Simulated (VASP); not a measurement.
# BaO (Fm-3m) in VASP: Born charges and dielectric tensor with LDA

Aim: the Born charges and dielectric tensor of BaO with LDA.

All numbers are computed with VASP 6.6.1; they aren't measurements. Logs are shortened: lines on timing, memory, paths and dates and some standing lists are left out, and cuts for length are marked.

### 1 The crystal as given

The structure is cubic, space group Fm-3m (No. 225). Conventional cell: a = 5.478 Å, b = 5.478 Å, c = 5.478 Å, α = 90.00°, β = 90.00°, γ = 90.00°. Around Ba (site symmetry m-3m) lie 6 O at 2.74 Å. O (site symmetry m-3m) is surrounded by 6 Ba at 2.74 Å.

The cell is a database's computed one.

### 2 Born charges and dielectric tensor, LDA

INCAR reads:

```
PREC     = Accurate       # precision mode
ENCUT    = 600            # plane-wave cutoff, eV
EDIFF    = 1E-8           # SCF threshold, eV
ISMEAR   = 0              # smearing method
SIGMA    = 0.02           # smearing width, eV
LREAL    = False          # projectors in reciprocal space
LASPH    = True           # aspherical terms in the spheres
NELM     = 80             # most SCF steps
ALGO     = Normal         # electronic algorithm
ISIF     = 2              # what is computed and relaxed
LWAVE    = False          # write WAVECAR
LCHARG   = False          # write CHGCAR
LEPSILON = True           # dielectric tensor by DFPT
IBRION   = 8              # ionic algorithm
NSW      = 1              # ionic steps
```

KPOINTS reads:

```
Automatic mesh
0
Gamma
  8 8 8
```

POSCAR reads:

```
BaO
1.0
    0.0000000000      2.7389500000      2.7389500000
    2.7389500000      0.0000000000      2.7389500000
    2.7389500000      2.7389500000      0.0000000000
Ba O
1 1
Direct
    0.0000000000      0.0000000000      0.0000000000
    0.5000000000      0.5000000000      0.5000000000
```

Potentials or basis: VASP PAW LDA potentials, release 64 (Ba_sv, O).

Started as:

```
$ cat potpaw_LDA.64/Ba_sv/POTCAR potpaw_LDA.64/O/POTCAR > POTCAR
$ mpirun -np 1 vasp_std > vasp.out
```

OUTCAR:

```text
PREC = Accurate
   ENCUT = 600
   EDIFF = 1E-8
   ISMEAR = 0
   LREAL = False
   LASPH = True
   NELM = 80
   ISIF = 2
   LEPSILON = True
   IBRION = 8
   NSW = 1

 ion  position               nearest neighbor table
   1  0.000  0.000  0.000-   2 2.74   2 2.74   2 2.74   2 2.74   2 2.74   2 2.74
   2  0.500  0.500  0.500-   1 2.74   1 2.74   1 2.74   1 2.74   1 2.74   1 2.74

  LATTYP: Found a face centered cubic cell.
 ALAT       =     5.4779000000

  Lattice vectors:

 A1 = (   0.0000000000,   2.7389500000,   2.7389500000)
 A2 = (   2.7389500000,   0.0000000000,   2.7389500000)
 A3 = (   2.7389500000,   2.7389500000,   0.0000000000)

Analysis of symmetry for initial positions (statically):
=====================================================================
 Subroutine PRICEL returns:
 Original cell was already a primitive cell.

 Routine SETGRP: Setting up the symmetry group for a
 face centered cubic supercell.

 Subroutine GETGRP returns: Found 48 space group operations
 (whereof 48 operations were pure point group operations)
 out of a pool of 48 trial point group operations.

The static configuration has the point symmetry O_h .

Analysis of symmetry for dynamics (positions and initial velocities):
=====================================================================
 Subroutine PRICEL returns:
 Original cell was already a primitive cell.

 Routine SETGRP: Setting up the symmetry group for a
 face centered cubic supercell.

 Subroutine GETGRP returns: Found 48 space group operations
 (whereof 48 operations were pure point group operations)
 out of a pool of 48 trial point group operations.

The dynamic configuration has the point symmetry O_h .

 Subroutine INISYM returns: Found 48 space group operations
 (whereof 48 operations are pure point group operations),
 and found     1 'primitive' translations

----------------------------------------------------------------------------------------

                                     Primitive cell

  volume of cell :      41.0944

  direct lattice vectors                    reciprocal lattice vectors
     0.000000000  2.738950000  2.738950000    -0.182551708  0.182551708  0.182551708
     2.738950000  0.000000000  2.738950000     0.182551708 -0.182551708  0.182551708
     2.738950000  2.738950000  0.000000000     0.182551708  0.182551708 -0.182551708

  length of vectors
     3.873460237  3.873460237  3.873460237     0.316188833  0.316188833  0.316188833

  position of ions in fractional coordinates (direct lattice)
     0.000000000  0.000000000  0.000000000
     0.500000000  0.500000000  0.500000000

  ion indices of the primitive-cell ions
   primitive index   ion index
                 1           1
                 2           2

----------------------------------------------------------------------------------------

 KPOINTS: Automatic mesh

Automatic generation of k-mesh.
 Grid dimensions read from file:
 generate k-points for:    8    8    8

 Generating k-lattice:

[... 510 lines left out ...]
  ---------------------------------------------------
  ---------------------------------------------------
  free energy    TOTEN  =        -0.41020444 eV

  energy without entropy =       -0.41020444

------------------------ aborting loop because EDIFF is reached ----------------------------------------

--------------------------------------- Ionic step        2  -------------------------------------------

------------------------ aborting loop because EDIFF is reached ----------------------------------------

--------------------------------------- Ionic step        3  -------------------------------------------

------------------------ aborting loop because EDIFF is reached ----------------------------------------

 PIEZOELECTRIC TENSOR FIELD DIRECTION 3  (e Angst)
 -----------------------------------------------------------------------------
     0.00019  0.00000 -0.00000           ( -0.00001  0.00000 -0.00000)
     0.00000  0.00019 -0.00000           (  0.00000 -0.00001  0.00000)
    -0.00000  0.00000 -0.00089           ( -0.00000  0.00000 -0.00001)

 PIEZOELECTRIC TENSOR FIELD DIRECTION 3  (C/m^2)
 -----------------------------------------------------------------------------
     0.00008  0.00000 -0.00000
     0.00000  0.00008 -0.00000
    -0.00000  0.00000 -0.00035

--------------------------------------- Ionic step        4  -------------------------------------------

------------------------ aborting loop because EDIFF is reached ----------------------------------------

[... ionic steps 5 to 6 ...]

--------------------------------------- Ionic step        7  -------------------------------------------

 Free energy of the ion-electron system (eV)
  ---------------------------------------------------
  ---------------------------------------------------
  free energy    TOTEN  =        -0.36078127 eV

  energy without entropy =       -0.36078127

------------------------ aborting loop because EDIFF is reached ----------------------------------------

 INTERNAL STRAIN TENSOR  FOR ION    2  DIRECTION 1   (eV/Angst):
 -----------------------------------------------------------------------------
    -0.01929 -0.00000  0.00000
    -0.00000  0.00022  0.00000
     0.00000  0.00000  0.00022

 MACROSCOPIC STATIC DIELECTRIC TENSOR (including local field effects in DFT)
 ------------------------------------------------------
           4.393760     0.000000    -0.000000
           0.000000     4.393760    -0.000000
           0.000000     0.000000     4.393760
 ------------------------------------------------------

 PIEZOELECTRIC TENSOR (including local field effects)  for field in x, y, z        (e  Angst)
          XX          YY          ZZ          XY          YZ          ZX
  --------------------------------------------------------------------------------
  x     0.00000     0.00000     0.00000     0.00000     0.00000     0.00000
  y     0.00000     0.00000     0.00000     0.00000     0.00000     0.00000
  z     0.00000     0.00000     0.00000     0.00000     0.00000     0.00000

 PIEZOELECTRIC TENSOR (including local field effects)  for field in x, y, z        (C/m^2)
          XX          YY          ZZ          XY          YZ          ZX
  --------------------------------------------------------------------------------
  x     0.00000     0.00000     0.00000     0.00000     0.00000     0.00000
  y     0.00000     0.00000     0.00000     0.00000     0.00000     0.00000
  z     0.00000     0.00000     0.00000     0.00000     0.00000     0.00000

 BORN EFFECTIVE CHARGES (including local field effects) (in |e|, cummulative output)
 ---------------------------------------------------------------------------------
 ion    1
    1     2.79873    -0.00000     0.00000
    2     0.00000     2.79873     0.00000
    3     0.00000     0.00000     2.79873
 ion    2
    1    -2.79873     0.00000     0.00000
    2    -0.00000    -2.79873     0.00000
    3     0.00000     0.00000    -2.79873

 INTERNAL STRAIN TENSOR FOR ION    2 for displacements in x,y,z  (eV/Angst):
          X           Y           Z          XY          YZ          ZX
  --------------------------------------------------------------------------------
  x     0.00000     0.00000     0.00000     0.00000     0.00000     0.00000
  y     0.00000     0.00000     0.00000     0.00000     0.00000     0.00000
  z     0.00000     0.00000     0.00000     0.00000     0.00000     0.00000

 SECOND DERIVATIVES (NOT SYMMETRIZED)
 ------------------------------------
               1X          1Y          1Z          2X          2Y          2Z
  1X    -0.648959    0.000000    0.000000    0.648959    0.000000    0.000000
  1Y     0.000000   -0.648959    0.000000    0.000000    0.648959    0.000000
  1Z     0.000000    0.000000   -0.648959    0.000000    0.000000    0.648959
  2X     0.627644    0.000000    0.000000   -0.627644    0.000000    0.000000
  2Y     0.000000    0.627644    0.000000    0.000000   -0.627644    0.000000
  2Z     0.000000    0.000000    0.627644    0.000000    0.000000   -0.627644

 Eigenvectors and eigenvalues of the dynamical matrix
 ----------------------------------------------------

   1 f  =    3.277575 THz    20.593612 2PiTHz  109.328137 cm-1    13.554955 meV
             X         Y         Z           dx          dy          dz
      0.000000  0.000000  0.000000    -0.327927    0.000000    0.000000
      2.738950  2.738950  2.738950     0.944703   -0.000000   -0.000000
[... 21 lines left out ...]
   6 f/i=    0.016954 THz     0.106524 2PiTHz    0.565518 cm-1     0.070115 meV
             X         Y         Z           dx          dy          dz
      0.000000  0.000000  0.000000     0.126232   -0.930768   -0.100995
      2.738950  2.738950  2.738950     0.043818   -0.323090   -0.035057

--------------------------------------------------------------------------------------------------------

 MACROSCOPIC STATIC DIELECTRIC TENSOR IONIC CONTRIBUTION
 ------------------------------------------------------
          54.028125     0.000000     0.000000
           0.000000    54.028125     0.000000
           0.000000     0.000000    54.028125
 ------------------------------------------------------

 ELASTIC MODULI CONTR FROM IONIC RELAXATION (kBar)
 Direction    XX          YY          ZZ          XY          YZ          ZX
 --------------------------------------------------------------------------------
 XX           0.0000      0.0000      0.0000      0.0000      0.0000      0.0000
 YY           0.0000      0.0000      0.0000      0.0000      0.0000      0.0000
 ZZ           0.0000      0.0000      0.0000      0.0000      0.0000      0.0000
 XY           0.0000      0.0000      0.0000      0.0000      0.0000      0.0000
 YZ           0.0000      0.0000      0.0000      0.0000      0.0000      0.0000
 ZX           0.0000      0.0000      0.0000      0.0000      0.0000      0.0000
 --------------------------------------------------------------------------------

 PIEZOELECTRIC TENSOR IONIC CONTR  for field in x, y, z        (C/m^2)
          XX          YY          ZZ          XY          YZ          ZX
  --------------------------------------------------------------------------------
  x     0.00000     0.00000     0.00000     0.00000     0.00000     0.00000
  y     0.00000     0.00000     0.00000     0.00000     0.00000     0.00000
  z     0.00000     0.00000     0.00000     0.00000     0.00000     0.00000
```

It took 7.3 min on 1 thread of Intel Xeon Platinum 8375C at 2.90GHz (Ice Lake), shared host; peak memory 0.26 GiB.

What came out:

- Band gap on the k mesh: 1.70 eV, direct
- Electronic dielectric tensor (diagonal): 4.39
- Born charges (mean of the diagonal): Ba +2.80; O -2.80 e
- Highest phonon frequency at Γ, LO-TO splitting left out: 109 cm⁻¹

Phonon frequencies in cm⁻¹ (negative: imaginary):
```
              q point           frequencies
(0.000, 0.000, 0.000)  -1 -1 -1 109 109 109
```

Electronic dielectric tensor:
```
4.39 0.00 0.00
0.00 4.39 0.00
0.00 0.00 4.39
```

Born effective charge tensors (e):
atom 1, Ba
```
2.80 0.00 0.00
0.00 2.80 0.00
0.00 0.00 2.80
```
atom 2, O
```
-2.80  0.00  0.00
 0.00 -2.80  0.00
 0.00  0.00 -2.80
```

Caveat: spin-orbit coupling is left out, which moves the levels of the heavy elements.
